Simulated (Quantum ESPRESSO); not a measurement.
# Nb (P-1) in Quantum ESPRESSO: relaxation of the atoms with revPBE+D2

Aim: the relaxation of the atoms of Nb with revPBE+D2.

All numbers are computed with Quantum ESPRESSO 7.5; they aren't measurements. Logs are shortened: lines on timing, memory, paths and dates and some standing lists are left out, and cuts for length are marked.

## (1) The structure

The typed cell holds 2 atoms: a = 3.340 Å, b = 3.412 Å, c = 3.303 Å, α = 89.16°, β = 91.02°, γ = 89.50°.

## (2) Relaxation of the atoms, revPBE+D2

pw.in reads:

```
&CONTROL
  calculation = 'relax'
  prefix = 'pwscf'
  outdir = './tmp'
  pseudo_dir = './pseudo'
  tprnfor = .true.
  disk_io = 'low'
  nstep = 40
  forc_conv_thr = 0.0004
  etot_conv_thr = 1d-05
/
&SYSTEM
  ibrav = 0
  nat = 2
  ntyp = 1
  ecutwfc = 36
  ecutrho = 216
  nbnd = 20
  input_dft = 'revpbe'
  occupations = 'smearing'
  smearing = 'fd'
  degauss = 0.01469973
  vdw_corr = 'grimme-d2'
  london_s6 = 1.25
/
&ELECTRONS
  conv_thr = 4d-10
  electron_maxstep = 120
  mixing_beta = 0.5
/
&IONS
  ion_dynamics = 'bfgs'
/
ATOMIC_SPECIES
Nb    92.9064 Nb.GGA_PBE-JTH.UPF
CELL_PARAMETERS angstrom
  -0.0149261600   -3.3396111300    0.0295278500
  -3.4119101300   -0.0149261600   -0.0247573600
  -0.0247573600    0.0295278500   -3.3027687600
ATOMIC_POSITIONS angstrom
Nb    -1.7194074769   -1.6813615835   -1.6638058136
Nb    -0.0460728681   -3.2912264165   -3.2584342314
K_POINTS automatic
6 6 6 0 0 0
```

Potentials or basis: JTH 2.0 PBE.

Command:

```console
OMP_NUM_THREADS=1 pw.x -in pw.in > pw.out
```

pw.out:

```text
This program is part of the open-source Quantum ESPRESSO suite
     for quantum simulation of materials; please cite
         "P. Giannozzi et al., J. Phys.:Condens. Matter 21 395502 (2009);
         "P. Giannozzi et al., J. Phys.:Condens. Matter 29 465901 (2017);
         "P. Giannozzi et al., J. Chem. Phys. 152 154105 (2020);
     in publications or presentations arising from this work. More details at

     file Nb.GGA_PBE-JTH.UPF: wavefunction(s)  5S 5P 4D 0D renormalized

     IMPORTANT: XC functional enforced from input :
     Exchange-correlation= REVPBE
                           (   1   4   4   4   0   0   0)
     Any further DFT definition will be discarded
     Please, verify this is what you really want

     Message from routine setup:
     using ibrav=0 with symmetry is DISCOURAGED, use correct ibrav instead

     G-vector sticks info
     --------------------
     sticks:   dense  smooth     PW     G-vecs:    dense   smooth      PW
     Sum         697     469    147                13589     7385    1371

     Using Slab Decomposition

     bravais-lattice index     =            0
     lattice parameter (alat)  =       6.3113  a.u.
     unit-cell volume          =     253.9227 (a.u.)^3
     number of atoms/cell      =            2
     number of atomic types    =            1
     number of electrons       =        26.00
     number of Kohn-Sham states=           20
     kinetic-energy cutoff     =      36.0000  Ry
     charge density cutoff     =     216.0000  Ry
     scf convergence threshold =      4.0E-10
     mixing beta               =       0.5000
     number of iterations used =            8  plain     mixing
     energy convergence thresh.=      1.0E-05
     force convergence thresh. =      4.0E-04
     Exchange-correlation= REVPBE
                           (   1   4   4   4   0   0   0)
     nstep                     =           40

     celldm(1)=   6.311260  celldm(2)=   0.000000  celldm(3)=   0.000000
     celldm(4)=   0.000000  celldm(5)=   0.000000  celldm(6)=   0.000000

     crystal axes: (cart. coord. in units of alat)
               a(1) = (  -0.004469  -0.999951   0.008841 )
               a(2) = (  -1.021599  -0.004469  -0.007413 )
               a(3) = (  -0.007413   0.008841  -0.988920 )

     reciprocal axes: (cart. coord. in units 2 pi/alat)
               b(1) = (  0.004440 -1.000148 -0.008975 )
               b(2) = ( -0.978931  0.004440  0.007378 )
               b(3) = (  0.007378 -0.008975 -1.011340 )

     PseudoPot. # 1 for Nb read from file:
     Nb.GGA_PBE-JTH.UPF
     Pseudo is Projector augmented-wave + core cor, Zval = 13.0
     Generated using ATOMPAW code
     Shape of augmentation charge: BESSEL
     Using radial grid of 1074 points,  6 beta functions with:
                l(1) =   0
                l(2) =   0
                l(3) =   1
                l(4) =   1
                l(5) =   2
                l(6) =   2
     Q(r) pseudized with 0 coefficients

     atomic species   valence    mass     pseudopotential
     Nb               13.00    92.90640     Nb( 1.00)

      2 Sym. Ops., with inversion, found ( 1 have fractional translation)

   Cartesian axes

     site n.     atom                  positions (alat units)
         1        Nb     tau(   1) = (  -0.5148273  -0.5034356  -0.4981790  )
         2        Nb     tau(   2) = (  -0.0137952  -0.9854635  -0.9756448  )

     -------------------------------------------------
     Parameters for Dispersion (Grimme-D2) Correction:
     -------------------------------------------------
       atom      VdW radius       C_6

        Nb         3.097        855.833

     number of k points=   112  Fermi-Dirac smearing, width (Ry)=  0.0147

     Number of k-points >= 100: set verbosity='high' to print them.

     Dense  grid:    13589 G-vectors     FFT dimensions: (  30,  32,  30)

     Smooth grid:     7385 G-vectors     FFT dimensions: (  30,  30,  24)

     Check: negative core charge=   -0.000014

     Initial potential from superposition of free atoms

     starting charge      25.9958, renormalised to      26.0000
     Starting wfcs are   36 randomized atomic wfcs

     Self-consistent Calculation

     iteration #  1     ecut=    36.00 Ry     beta= 0.50
     Davidson diagonalization with overlap
     ethr =  1.00E-02,  avg # of iterations =  2.0

     Threshold (ethr) on eigenvalues was too large:
     Diagonalizing with lowered threshold

     Davidson diagonalization with overlap
     ethr =  7.92E-04,  avg # of iterations =  1.3

     total energy              =    -669.40251686 Ry
     estimated scf accuracy    <       0.21015529 Ry

     iteration #  2     ecut=    36.00 Ry     beta= 0.50
     Davidson diagonalization with overlap
     ethr =  8.08E-04,  avg # of iterations =  2.0

     total energy              =    -669.42513073 Ry
     estimated scf accuracy    <       0.00963957 Ry

     iteration #  3     ecut=    36.00 Ry     beta= 0.50
     Davidson diagonalization with overlap
     ethr =  3.71E-05,  avg # of iterations =  3.1

     total energy              =    -669.42690821 Ry
     estimated scf accuracy    <       0.00131650 Ry

     iteration #  4     ecut=    36.00 Ry     beta= 0.50
     Davidson diagonalization with overlap
     ethr =  5.06E-06,  avg # of iterations =  2.3

     total energy              =    -669.42702546 Ry
     estimated scf accuracy    <       0.00023191 Ry

     iteration #  5     ecut=    36.00 Ry     beta= 0.50
     Davidson diagonalization with overlap
     ethr =  8.92E-07,  avg # of iterations =  2.1

     total energy              =    -669.42707509 Ry
     estimated scf accuracy    <       0.00000786 Ry

     iteration #  6     ecut=    36.00 Ry     beta= 0.50
     Davidson diagonalization with overlap
     ethr =  3.02E-08,  avg # of iterations =  2.0

     total energy              =    -669.42707461 Ry
     estimated scf accuracy    <       0.00000195 Ry

     iteration #  7     ecut=    36.00 Ry     beta= 0.50
     Davidson diagonalization with overlap
     ethr =  7.51E-09,  avg # of iterations =  2.0
[... 18 lines left out ...]
     iteration # 10     ecut=    36.00 Ry     beta= 0.50
     Davidson diagonalization with overlap
     ethr =  2.14E-12,  avg # of iterations =  2.0

     End of self-consistent calculation

     Number of k-points >= 100: set verbosity='high' to print the bands.

     the Fermi energy is    16.7305 ev

!    total energy              =    -669.42707511 Ry
     total all-electron energy =      -669.427075 Ry
     estimated scf accuracy    <          3.4E-12 Ry
     smearing contrib. (-TS)   =      -0.02492752 Ry
     internal energy E=F+TS    =    -669.40214759 Ry

     The total energy is F=E-TS. E is the sum of the following terms:
     one-electron contribution =     -29.79820114 Ry
     hartree contribution      =      36.10095612 Ry
     xc contribution           =     -31.27146938 Ry
     ewald contribution        =    -194.20917412 Ry
     Dispersion Correction     =      -0.15720801 Ry
     one-center paw contrib.   =    -450.06705106 Ry

     convergence has been achieved in  10 iterations

     Forces acting on atoms (cartesian axes, Ry/au):

     atom    1 type  1   force =    -0.00346991    0.00941137    0.00720841
     atom    2 type  1   force =     0.00346991   -0.00941137   -0.00720841

     Total force =     0.017469     Total SCF correction =     0.000001

     BFGS Geometry Optimization
     Energy error            =      3.1E-04 Ry
     Gradient error          =      9.4E-03 Ry/Bohr

     number of scf cycles    =   1
     number of bfgs steps    =   0

     energy             new  =    -669.4270751051 Ry

     new trust radius        =       0.0123521380 bohr
     new conv_thr            =       0.0000000004 Ry

ATOMIC_POSITIONS (angstrom)
Nb              -1.7212436755       -1.6763813017       -1.6599912878
Nb              -0.0442366695       -3.2962066983       -3.2622487572

     NEW-OLD atomic charge density approx. for the potential

     Check: negative core charge=   -0.000014

     Self-consistent Calculation

     iteration #  1     ecut=    36.00 Ry     beta= 0.50
     Davidson diagonalization with overlap
     ethr =  1.00E-06,  avg # of iterations =  5.8

     total energy              =    -669.42721641 Ry
     estimated scf accuracy    <       0.00004551 Ry

     iteration #  2     ecut=    36.00 Ry     beta= 0.50
     Davidson diagonalization with overlap
     ethr =  1.75E-07,  avg # of iterations =  2.0

     total energy              =    -669.42730327 Ry
     estimated scf accuracy    <       0.00000550 Ry

     iteration #  3     ecut=    36.00 Ry     beta= 0.50
     Davidson diagonalization with overlap
     ethr =  2.12E-08,  avg # of iterations =  2.0

     total energy              =    -669.42732916 Ry
     estimated scf accuracy    <       0.00000201 Ry

     iteration #  4     ecut=    36.00 Ry     beta= 0.50
     Davidson diagonalization with overlap
     ethr =  7.72E-09,  avg # of iterations =  2.0
[... 249 lines left out ...]
     atom    1 type  1   force =     0.00011470    0.00010142    0.00017737
     atom    2 type  1   force =    -0.00011470   -0.00010142   -0.00017737

     Total force =     0.000331     Total SCF correction =     0.000027
     Energy error            =      1.2E-04 Ry
     Gradient error          =      1.8E-04 Ry/Bohr

     number of scf cycles    =   4
     number of bfgs steps    =   3

     energy             old  =    -669.4275392849 Ry
     energy             new  =    -669.4276550731 Ry

     CASE: energy            _new < energy            _old

     new trust radius        =       0.0006075073 bohr
     new conv_thr            =            4.0E-12 Ry

ATOMIC_POSITIONS (angstrom)
Nb              -1.7260250397       -1.6624713186       -1.6491347463
Nb              -0.0394553053       -3.3101166814       -3.2731052987

     NEW-OLD atomic charge density approx. for the potential

     Check: negative core charge=   -0.000014

     Self-consistent Calculation

     iteration #  1     ecut=    36.00 Ry     beta= 0.50
     Davidson diagonalization with overlap
     ethr =  1.00E-06,  avg # of iterations =  1.9

     Threshold (ethr) on eigenvalues was too large:
     Diagonalizing with lowered threshold

     Davidson diagonalization with overlap
     ethr =  1.32E-09,  avg # of iterations =  4.4

     total energy              =    -669.42765492 Ry
     estimated scf accuracy    <       0.00000011 Ry

     iteration #  2     ecut=    36.00 Ry     beta= 0.50
     Davidson diagonalization with overlap
     ethr =  4.10E-10,  avg # of iterations =  2.0

     total energy              =    -669.42765512 Ry
     estimated scf accuracy    <       0.00000001 Ry

     iteration #  3     ecut=    36.00 Ry     beta= 0.50
     Davidson diagonalization with overlap
     ethr =  4.71E-11,  avg # of iterations =  2.0

     total energy              =    -669.42765518 Ry
     estimated scf accuracy    <          4.7E-09 Ry

     iteration #  4     ecut=    36.00 Ry     beta= 0.50
     Davidson diagonalization with overlap
     ethr =  1.81E-11,  avg # of iterations =  2.0

     total energy              =    -669.42765521 Ry
     estimated scf accuracy    <          1.7E-09 Ry

     iteration #  5     ecut=    36.00 Ry     beta= 0.50
     Davidson diagonalization with overlap
     ethr =  6.60E-12,  avg # of iterations =  2.2

     total energy              =    -669.42765521 Ry
     estimated scf accuracy    <          1.4E-11 Ry

     iteration #  6     ecut=    36.00 Ry     beta= 0.50
     Davidson diagonalization with overlap
     ethr =  1.00E-13,  avg # of iterations =  3.7

     total energy              =    -669.42765521 Ry
     estimated scf accuracy    <          5.6E-12 Ry

     iteration #  7     ecut=    36.00 Ry     beta= 0.50
     Davidson diagonalization with overlap
     ethr =  1.00E-13,  avg # of iterations =  1.2

     End of self-consistent calculation

     Number of k-points >= 100: set verbosity='high' to print the bands.

     the Fermi energy is    16.7296 ev

!    total energy              =    -669.42765521 Ry
     total all-electron energy =      -669.427655 Ry
     estimated scf accuracy    <          4.7E-14 Ry
     smearing contrib. (-TS)   =      -0.02488945 Ry
     internal energy E=F+TS    =    -669.40276576 Ry

     The total energy is F=E-TS. E is the sum of the following terms:
     one-electron contribution =     -29.75077629 Ry
     hartree contribution      =      36.07611732 Ry
     xc contribution           =     -31.27025342 Ry
     ewald contribution        =    -194.23448661 Ry
     Dispersion Correction     =      -0.15705875 Ry
     one-center paw contrib.   =    -450.06630801 Ry

     convergence has been achieved in   7 iterations

     Forces acting on atoms (cartesian axes, Ry/au):

     atom    1 type  1   force =     0.00011731   -0.00001661    0.00006278
     atom    2 type  1   force =    -0.00011731    0.00001661   -0.00006278

     Total force =     0.000190     Total SCF correction =     0.000001
     Energy error            =      1.4E-07 Ry
     Gradient error          =      1.2E-04 Ry/Bohr

     bfgs converged in   5 scf cycles and   4 bfgs steps
     (criteria: energy <  1.0E-05 Ry, force <  4.0E-04 Ry/Bohr)

     End of BFGS Geometry Optimization

     Final energy             =    -669.4276552112 Ry

Begin final coordinates

ATOMIC_POSITIONS (angstrom)
Nb              -1.7260250397       -1.6624713186       -1.6491347463
Nb              -0.0394553053       -3.3101166814       -3.2731052987
End final coordinates

=------------------------------------------------------------------------------=
   JOB DONE.
=------------------------------------------------------------------------------=
```

Wall time 1.9 min (1 thread of Intel Xeon Platinum 8488C (Sapphire Rapids), shared host); peak memory 0.11 GiB.

Results:

```yaml
Free_energy: -9108.0272 eV
Energy_gained_by_relaxing: 3.9 meV/atom
Ionic_steps: 5
Largest_force_after_relaxing: 0.003 eV/Å
Band_gap_on_the_k_mesh: none (metal or under the smearing width)
```

Forces on the atoms (eV/Å):
```
Nb   0.003  0.000  0.002
Nb  -0.003  0.000 -0.002
```

The path:
| step | energy change (eV) | largest force (eV/Å) |
| --- | --- | --- |
| 1 | 0.0000 | 0.3176 |
| 2 | -0.0036 | 0.2352 |
| 3 | -0.0063 | 0.1429 |
| 4 | -0.0079 | 0.0060 |
| 5 | -0.0079 | 0.0034 |

Final structure:
```
CELL_PARAMETERS angstrom
-0.01493 -3.33961 0.02953
-3.41191 -0.01493 -0.02476
-0.02476 0.02953 -3.30277
ATOMIC_POSITIONS crystal
Nb 0.49999 0.50007 0.50004
Nb 0.00001 0.99993 0.99996
```

Levels at points of the mesh, in eV from the Fermi level:
```
              k point  band 11  band 12  band 13  band 14  band 15  band 16
   (0.00, 0.00, 0.00)    -3.51     0.05     0.36     0.53     2.88     3.29
  (0.00, 0.00, -0.50)    -0.97    -0.97     0.69     0.69     0.86     0.86
  (0.00, -0.50, 0.00)    -1.08    -1.07     0.94     0.94     1.03     1.03
 (0.00, -0.50, -0.50)    -1.59    -1.53     1.87     2.09     2.90     3.06
  (-0.50, 0.00, 0.00)    -1.01    -1.01     0.72     0.72     0.98     0.98
 (-0.50, 0.00, -0.50)    -1.83    -1.76     2.00     2.27     3.24     3.42
 (-0.50, -0.50, 0.00)    -1.46    -1.41     1.84     1.97     2.81     2.91
(-0.50, -0.50, -0.50)    -1.15    -1.15    -1.01    -1.01     3.75     3.75
```

Caveat: the k mesh is coarse; the potentials were made for another functional, which shifts forces and pressure; the cutoff is low for these files, which shifts pressure and relaxed volume; pairwise dispersion overbinds metals, which lowers pressure and volume.

## (3) For comparison

An earlier run on the cell as given: functional PBE; potentials or basis SSSP 1.3 efficiency PBE; cutoff 748 eV; density cutoff 5987 eV; k mesh 8 × 8 × 8; occupations fermi-dirac, width 0.05 eV; no spin polarisation.

* Pressure: -5.8 GPa
* Largest force: 0.327 eV/Å
* Band gap on the k mesh: none (metal or under the smearing width)
